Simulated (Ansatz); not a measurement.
## Si2W: single point with PBE

The system is Si2W.

```xyz
3
Lattice="-1.6069 1.6069 3.9150 1.6069 -1.6069 3.9150 1.6069 1.6069 -3.9150" Properties=species:S:1:pos:R:3 pbc="T T T"
W     0.0000    0.0000    0.0000
Si    0.0000    0.0000    5.2092
Si    0.0000    0.0000    2.6207
```

```
Program             : Ansatz 0.2.0
Task                : single point
Functional          : PBE
Potentials or basis : Ansatz PAW
Cutoff              : 420 eV (not typed: the program's choice for these potentials)
k mesh              : 12 × 12 × 12
Occupations         : gaussian, width 0.024 eV
Spin                : no spin polarisation
```

```json
{"Pressure": "3.3 GPa", "Largest force": "0.081 eV/Å", "Band gap on the k mesh": "none (metal or under the smearing width)"}
```

Forces on the atoms (eV/Å):
```
W    0.000  0.000  0.000
Si   0.000  0.000  0.081
Si   0.000  0.000 -0.081
```

Stress tensor (GPa, compression positive):
```
3.06 0.00 0.00
0.00 3.06 0.00
0.00 0.00 3.71
```

Levels at points of the mesh, in eV from the Fermi level:
```csv
k point,band 7,band 8,band 9,band 10,band 11,band 12,band 13,band 14,band 15
"(0.00, 0.00, 0.00)",-3.77,-3.37,-2.88,-2.88,0.57,2.72,2.90,3.03,3.03
"(0.00, 0.00, -0.50)",-6.04,-5.53,-5.05,-3.29,-1.80,2.76,2.93,3.09,3.87
"(0.00, -0.50, 0.00)",-5.78,-4.90,-2.84,-2.80,-0.48,2.67,2.76,3.90,4.39
"(-0.50, -0.50, -0.50)",-3.88,-2.61,-0.88,-0.88,-0.54,-0.54,0.75,4.47,4.85
```

Run time: 3.5 s on 2 threads of Arm Neoverse V1, on a shared host, peak memory 0.38 GiB.

Spin-orbit coupling is left out, which matters for the levels of W.
